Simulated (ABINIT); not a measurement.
# Ge (Imma) in ABINIT: further runs

Runs on Ge. Level: PBEsol. Tasks: single point.

All numbers are computed with ABINIT 10.8.3 (patched build); they aren't measurements. Logs are shortened: lines on timing, memory, paths and dates and some standing lists are left out, and cuts for length are marked. The log counts tension as positive stress, the text compression.

## 1. The structure

The structure is orthorhombic, space group Imma (No. 74). Conventional cell: a = 4.992 Å, b = 5.302 Å, c = 2.874 Å, α = 90.00°, β = 90.00°, γ = 90.00°. Around Ge (site symmetry mm2) lie 6 Ge at 2.68 to 2.87 Å.

This isn't the form of Ge at room conditions, which is diamond.

## 2. Single point, PBEsol

run.abi

```
# Pseudopotentials
pp_dirpath "./"
pseudos "Ge.upf"

# Structure
acell 3*1.0 Angstrom
rprim
    -2.4958980000     2.6508630000     1.4369470000
     2.4958980000    -2.6508630000     1.4369470000
     2.4958980000     2.6508630000    -1.4369470000
ntypat 1
znucl 32
natom 2
typat 1 1
xred
     0.3140570000     0.0640570000     0.2500000000
     0.6859430000     0.9359430000     0.7500000000
chkprim 0
chksymtnons 0
tolsym 1.0e-6

# Plane-wave basis
ecut 35.0

# k points
kptopt 1
ngkpt 8 8 8
nshiftk 1
shiftk 0.0 0.0 0.0

# Exchange and correlation
ixc -116133

# Bands and occupations
nband 18
occopt 3
tsmear 0.00183747

# SCF cycle
nstep 100
tolvrs 1.0e-10

# Output
iomode 3
prtwf 0
prteig 0
prtebands 0
enunit 1
prtden 1
prtvha 1
prtvclmb 1
prtpot 1
prtelf 1
```

Potentials or basis: PseudoDojo NC SR PBEsol v0.4.1 standard.

Command:

```console
$ mpirun --bind-to none -np 4 abinit run.abi > log 2>&1
```

run.abo:

```text
.Version 10.8.3 of ABINIT
 Symmetries : space group Im m a (# 74); Bravais oI (body-center ortho.)
================================================================================
 Values of the parameters that define the memory need of the present run
     intxc =       0    ionmov =       0      iscf =       7    lmnmax =       6
     lnmax =       6     mgfft =      40  mpssoang =       3    mqgrid =    3001
     natom =       2  nloc_mem =       1    nspden =       1   nspinor =       1
    nsppol =       1      nsym =       8    n1xccc =    2501    ntypat =       1
    occopt =       3   xclevel =       2
       mpw =        2558          nfft =       64000          nkpt =          95
================================================================================
================================================================================

--------------------------------------------------------------------------------
------------- Echo of variables that govern the present computation ------------
--------------------------------------------------------------------------------
 -outvars: echo values of preprocessed input variables --------
            acell      1.8897261259E+00  1.8897261259E+00  1.8897261259E+00 Bohr
              amu      7.26100000E+01
          chkprim           0
      chksymtnons           0
             ecut      3.50000000E+01 Hartree
           enunit           1
                       outvar_i_n : Printing only first  50 k-points.
              ixc     -116133
                       outvar_i_n : Printing only first  50 k-points.
         kptrlatt        8    0    0      0    8    0      0    0    8
          kptrlen      4.34469806E+01
            natom           2
            nband          18
            ngfft          40      40      40
             nkpt          95
            nstep         100
             nsym           8
           ntypat           1
                       prtocc : prtvol=0, do not print more k-points.
           occopt           3
        prtebands           0
           prteig           0
           prtelf           1
           prtpot           1
         prtvclmb           1
           prtvha           1
            prtwf           0
            rprim     -2.4958980000E+00  2.6508630000E+00  1.4369470000E+00
                       2.4958980000E+00 -2.6508630000E+00  1.4369470000E+00
                       2.4958980000E+00  2.6508630000E+00 -1.4369470000E+00
          spgroup          74
           tolsym      1.00000000E-06
           tolvrs      1.00000000E-10
           tsmear      1.83747000E-03 Hartree
            typat      1  1
                       outvars : Printing only first  50 k-points.
           xangst      2.1049226685E-17  1.3254315000E+00  1.8409302796E-01
                       2.4958980000E+00  1.3254315000E+00  1.2528539720E+00
[... 101 lines left out ...]
cartesian_forces: # hartree/bohr
- [ -2.74092526E-21,   4.83274730E-21,   3.89555351E-04, ]
- [  2.74092526E-21,  -4.83274730E-21,  -3.89555351E-04, ]
force_length_stats: {min:   3.89555351E-04, max:   3.89555351E-04, mean:   3.89555351E-04, }
...

 Integrated electronic density in atomic spheres:
 ------------------------------------------------
 Atom  Sphere_radius  Integrated_density
    1        2.00000         11.47923248
    2        2.00000         11.47923248
================================================================================

 ----iterations are completed or convergence reached----

 Mean square residual over all n,k,spin=   45.438E-08; max=  57.678E-05
 reduced coordinates (array xred) for    2 atoms
       0.314057000000      0.064057000000      0.250000000000
       0.685943000000      0.935943000000      0.750000000000
 rms dE/dt=  1.0578E-03; max dE/dt=  1.0578E-03; dE/dt below (all hartree)
    1      -0.001057812735     -0.001057812735      0.001057812735
    2       0.001057812735      0.001057812735     -0.001057812735

 cartesian coordinates (angstrom) at end:
    1      0.00000000000000     1.32543150000000     0.18409302795800
    2      2.49589800000000     1.32543150000000     1.25285397204200

 cartesian forces (hartree/bohr) at end:
    1     -0.00000000000000     0.00000000000000     0.00038955535076
    2      0.00000000000000    -0.00000000000000    -0.00038955535076
 frms,max,avg= 2.2490989E-04 3.8955535E-04   0.000E+00  0.000E+00  0.000E+00 h/b

 cartesian forces (eV/Angstrom) at end:
    1     -0.00000000000000     0.00000000000000     0.02003174154600
    2      0.00000000000000    -0.00000000000000    -0.02003174154600
 frms,max,avg= 1.1565331E-02 2.0031742E-02   0.000E+00  0.000E+00  0.000E+00 e/A
 length scales=  1.889726125908  1.889726125908  1.889726125908 bohr
              =  1.000000000000  1.000000000000  1.000000000000 angstroms
 Fermi (or HOMO) energy (eV) =   5.22392   Average Vxc (eV)= -11.48308
 Eigenvalues (   eV  ) for nkpt=  95  k points:
 kpt#   1, nband= 18, wtk=  0.00195, kpt=  0.0000  0.0000  0.0000 (reduced coord)
 -19.48480  -19.40588  -19.40177  -19.40015  -19.36484  -19.33162  -19.26860  -19.26818
 -19.24448  -19.17382   -7.83283    1.44771    2.92959    3.37648    8.69395   12.22394
  12.44453   13.21230
 prteigrs : prtvol=0 or 1, do not print more k-points.

--- !EnergyTerms
iteration_state     : {dtset: 1, }
comment             : Components of total free energy in Hartree
kinetic             :  1.34026488885991E+02
hartree             :  4.55715995880391E+01
xc                  : -4.31742180266608E+01
Ewald energy        : -1.11105025059236E+02
psp_core            :  6.73562986957650E+00
local_psp           : -1.16006249592795E+02
non_local_psp       : -9.44375770107809E+01
internal            : -1.78389351345866E+02
'-kT*entropy'       : -2.79272198809171E-04
total_energy        : -1.78389630618065E+02
total_energy_eV     : -4.85422914102604E+03
band_energy         : -1.42304776167348E+01
...

 Cartesian components of stress tensor (hartree/bohr^3)
  sigma(1 1)=  1.84359970E-04  sigma(3 2)=  0.00000000E+00
  sigma(2 2)=  1.77785153E-04  sigma(3 1)=  0.00000000E+00
  sigma(3 3)=  1.31426257E-04  sigma(2 1)=  0.00000000E+00

-Cartesian components of stress tensor (GPa)         [Pressure= -4.8405E+00 GPa]
- sigma(1 1)=  5.42405759E+00  sigma(3 2)=  0.00000000E+00
- sigma(2 2)=  5.23061979E+00  sigma(3 1)=  0.00000000E+00
- sigma(3 3)=  3.86669397E+00  sigma(2 1)=  0.00000000E+00

== END DATASET(S) ==============================================================
================================================================================

 -outvars: echo values of variables after computation  --------
            acell      1.8897261259E+00  1.8897261259E+00  1.8897261259E+00 Bohr
           etotal     -1.7838963062E+02
            fcart     -2.7409252570E-21  4.8327472966E-21  3.8955535076E-04
                       2.7409252570E-21 -4.8327472966E-21 -3.8955535076E-04
            rprim     -2.4958980000E+00  2.6508630000E+00  1.4369470000E+00
                       2.4958980000E+00 -2.6508630000E+00  1.4369470000E+00
                       2.4958980000E+00  2.6508630000E+00 -1.4369470000E+00
           strten      1.8435997018E-04  1.7778515297E-04  1.3142625683E-04
                       0.0000000000E+00  0.0000000000E+00  0.0000000000E+00
           xangst      2.1049226685E-17  1.3254315000E+00  1.8409302796E-01
                       2.4958980000E+00  1.3254315000E+00  1.2528539720E+00
             xred      3.1405700000E-01  6.4057000000E-02  2.5000000000E-01
                       6.8594300000E-01  9.3594300000E-01  7.5000000000E-01
 Calculation completed.
```

It took 18 s on 4 MPI ranks of AMD EPYC 9R45 (Zen 5), shared host; peak memory 0.36 GiB.

What came out:

```
Free energy                                           : -4854.2291 eV
Pressure                                              : -4.8 GPa
Largest force                                         : 0.020 eV/Å
Band gap on the k mesh                                : none (metal or under the smearing width)
Valence electrons inside the program's atomic spheres : Ge 11.48 (radii [1.0584] Å)
```

Forces on the atoms (eV/Å):
```
Ge   0.000  0.000  0.020
Ge   0.000  0.000 -0.020
```

Stress tensor (GPa, compression positive):
```
-5.42  0.00  0.00
 0.00 -5.23  0.00
 0.00  0.00 -3.87
```

Levels at points of the mesh, in eV from the Fermi level:
| k point | band 11 | band 12 | band 13 | band 14 | band 15 | band 16 | band 17 | band 18 |
| --- | --- | --- | --- | --- | --- | --- | --- | --- |
| (0.00, 0.00, 0.00) | -13.06 | -3.78 | -2.29 | -1.85 | 3.47 | 7.00 | 7.22 | 7.99 |
| (0.50, 0.00, 0.00) | -7.99 | -6.92 | -1.90 | -1.50 | -0.73 | 1.53 | 3.24 | 4.34 |
| (0.00, 0.50, 0.00) | -8.14 | -5.86 | -3.40 | -2.19 | -1.73 | 3.15 | 4.06 | 6.60 |
| (0.50, 0.50, 0.00) | -10.31 | -10.31 | 0.70 | 0.70 | 2.32 | 2.32 | 6.80 | 6.80 |
| (0.50, 0.50, 0.50) | -9.05 | -8.17 | -5.80 | -5.54 | 4.45 | 6.89 | 10.75 | 11.30 |

## 3. Single point, PBEsol

run.abi, as its differences from that of step 2:

```diff
@@ -14,5 +14,5 @@
 typat 1 1
-xred
-     0.3140570000     0.0640570000     0.2500000000
-     0.6859430000     0.9359430000     0.7500000000
+xcart
+     0.0000000000     2.5047025320     0.3478854043
+     4.7165636550     2.5047025320     2.3675508813
 chkprim 0
@@ -22,3 +22,3 @@
 # Plane-wave basis
-ecut 35.0
+ecut 1061.244064 eV
 
@@ -36,3 +36,3 @@
 occopt 3
-tsmear 0.00183747
+tsmear 0.05 eV
 
@@ -45,9 +45,5 @@
 prtwf 0
+prtden 0
 prteig 0
 prtebands 0
-enunit 1
-prtden 1
-prtvha 1
-prtvclmb 1
-prtpot 1
-prtelf 1
+enunit 2
```

Potentials or basis: PseudoDojo NC SR PBEsol v0.4.1 standard.

Command:

```console
$ abinit run.abi > log 2>&1
```

Run time: 2.7 min. Hardware: 1 thread of Arm Neoverse V2, shared host; peak memory 0.15 GiB.

It converged, with:

- Free energy: -4854.2552 eV
- Pressure: -2.6 GPa
- Largest force: 0.020 eV/Å
- Band gap on the k mesh: none (metal or under the smearing width)
- Valence electrons inside the program's atomic spheres: Ge 11.48 (radii [1.0584] Å)

Forces on the atoms (eV/Å):
```
Ge   0.000  0.000  0.020
Ge   0.000  0.000 -0.020
```

Stress tensor (GPa, compression positive):
```
-3.16  0.00  0.00
 0.00 -2.96  0.00
 0.00  0.00 -1.62
```

Levels at points of the mesh, in eV from the Fermi level:
```tsv
k point	band 10	band 11	band 12	band 13	band 14	band 15	band 16	band 17	band 18
(0.00, 0.00, 0.00)	-24.39	-13.06	-3.78	-2.29	-1.85	3.47	7.00	7.22	7.94
(0.50, 0.00, 0.00)	-24.48	-7.99	-6.92	-1.90	-1.50	-0.73	1.53	3.24	4.34
(0.00, 0.50, 0.00)	-24.41	-8.14	-5.86	-3.40	-2.19	-1.73	3.15	4.06	6.60
(0.50, 0.50, 0.00)	-24.49	-10.31	-10.31	0.70	0.70	2.32	2.32	6.80	6.80
(0.50, 0.50, 0.50)	-24.49	-9.05	-8.17	-5.80	-5.54	4.45	6.89	10.75	11.30
```
